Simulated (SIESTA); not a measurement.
# Moving the choice of potentials or basis in NaCl

```xyz
2
Lattice="0.0000 2.7941 2.7941 2.7941 0.0000 2.7941 2.7941 2.7941 0.0000" Properties=species:S:1:pos:R:3 pbc="T T T"
Cl    2.7941    2.7941    2.7941
Na    0.0000    0.0000    0.0000
```

The cell is a database's computed one, not the measured one.

Kept alike: task band structure; functional PBE; k mesh 8 × 8 × 8; occupations fermi-dirac, width 0.05 eV; no spin polarisation. Program: SIESTA. The mesh is that of the run's cell of 2 atoms. No spin-orbit coupling.

```csv
choice of potentials or basis,band gap (eV)
"files PseudoDojo sr-pbe-0.4.1-standard, DZDP (energy shift 0.003 Ry; two zetas on semicore shells)",5.318
"files PseudoDojo sr-pbe-0.4.1-standard, DZP (energy shift 0.003 Ry; two zetas on semicore shells)",5.304
"files PseudoDojo sr-pbe-0.4.1-standard, SZP (energy shift 0.003 Ry; radii capped at 9.5 bohr)",5.268
"files PseudoDojo sr-pbe-0.4.1-standard, TZDP (energy shift 0.003 Ry; two zetas on semicore shells)",5.304
"files PseudoDojo sr-pbe-0.4.1-standard, TZP (energy shift 0.003 Ry; two zetas on semicore shells)",5.288
```

Gaps are the smaller of the mesh's and the band path's.

Q: What does the choice of potentials or basis change here?

A: The band gap runs from 5.268 (files PseudoDojo sr-pbe-0.4.1-standard, SZP (energy shift 0.003 Ry; radii capped at 9.5 bohr)) to 5.318 eV (files PseudoDojo sr-pbe-0.4.1-standard, DZDP (energy shift 0.003 Ry; two zetas on semicore shells)).
